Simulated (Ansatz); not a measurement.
## GaN under changes of volume

One of the cells (11.310 Å³/atom); the others are scaled copies at fixed shape and fractional positions:

```
Ga N
1.0
     3.18000    0.00000    0.00000
    -1.59000    2.75396    0.00000
     0.00000    0.00000    5.16600
Ga N
2 2
Direct
  0.66667 0.33333 0.50000
  0.33333 0.66667 0.00000
  0.66667 0.33333 0.87500
  0.33333 0.66667 0.37500
```

```yaml
Program: Ansatz 0.2.0
Functional: PBE
Potentials_or_basis: all-electron LAPW, scalar-relativistic
Cutoff: 428 eV (chosen from the basis error)
Basis_error_allowed: 0.001 eV/atom
k_mesh: 10 × 10 × 5
Occupations: fermi-dirac, width 0.05 eV
Spin: no spin polarisation
```

| volume (Å³/atom) | energy over the lowest point (meV/atom) | pressure (GPa) | gap on the mesh (eV) | largest force (eV/Å) |
| --- | --- | --- | --- | --- |
| 10.632 | ? | ? | ? | ? |
| 10.858 | 42.24 | 16.2 | 2.26 | 0.148 |
| 11.084 | 22.72 | 11.5 | 2.12 | 0.142 |
| 11.310 | 9.59 | 7.2 | 1.98 | 0.136 |
| 11.537 | 2.20 | 3.3 | 1.85 | 0.131 |
| 11.763 | 0.00 | -0.1 | 1.72 | 0.126 |
| 11.989 | 2.46 | -3.3 | 1.59 | 0.120 |

Question: What does the run at 10.632 Å³/atom give?

Answer: Energy over the lowest point 68.84 meV/atom; pressure 21.5 GPa; gap on the mesh 2.40 eV; largest force 0.154 eV/Å.

Worked out: A Birch-Murnaghan fit of order 3 (a polynomial in V^(-2/3)) to the other rows has its minimum at 11.75 Å³/atom with B0 = V·E''(V) = 172 GPa and B' = 4.5 at fixed shape and positions, which overstates the stiffness. It gives 68.88 meV/atom at 10.632 Å³/atom, against the run's 68.84, and -dE/dV = 21.6 GPa, against 21.5. A straight line through the other rows of the gap, of slope -6.75 eV per unit of ln V (its deformation potential), extrapolates to 2.40 eV, against the run's 2.40.

Energies are extrapolated to zero smearing.

Spin-orbit coupling on Ga is left out.
